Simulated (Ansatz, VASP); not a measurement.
# PtS2 in VASP and in Ansatz

```xyz
3
Lattice="3.7204 0.0000 0.0000 -1.8602 3.2219 0.0000 0.0000 0.0000 5.0388" Properties=species:S:1:pos:R:3 pbc="T T T"
Pt    0.0000    0.0000    0.0000
S     0.0000    2.1480    1.2597
S     1.8602    1.0740    3.7791
```

Change from the starting cell: strain +0.050 along x and y, +0.000 along z, atoms carried along.

Alike in both runs: task single point; functional PBE; k mesh 12 × 12 × 8; occupations gaussian, width 0.05 eV; no spin polarisation.

|  | VASP | Ansatz |
| --- | --- | --- |
| version | VASP 6.6.1 | Ansatz 0.2.0 |
| potentials or method | VASP PAW PBE potentials, release 64 (Pt, S) | scalar-relativistic, plane waves, PAW |
| plane-wave cutoff (eV) | 520 | 420 |
| valence electrons in the cell | 22 | 30 |

|  | VASP | Ansatz | Ansatz less VASP |
| --- | --- | --- | --- |
| gap on the k mesh at the Fermi level (eV) | 0.26 | 0.26 | -0.003 |
| least direct gap on the mesh (eV) | 0.62 | 0.62 | -0.002 |
| pressure (GPa) | -10.2 | -9.8 | +0.32 |
| largest component of the traceless stress (GPa) | 3.37 | 3.27 | -0.098 |
| rms of the force components (eV/Å) | 0.552 | 0.540 | -0.0127 |

Atom by atom the forces differ by 0.013 eV/Å (rms over components). The two sets of potentials don't hold the same shells in valence.

Caveats: spin-orbit coupling is left out, which moves the levels of the heavy elements; the cell's inner coordinates are idealised or old, which leaves forces on the atoms.
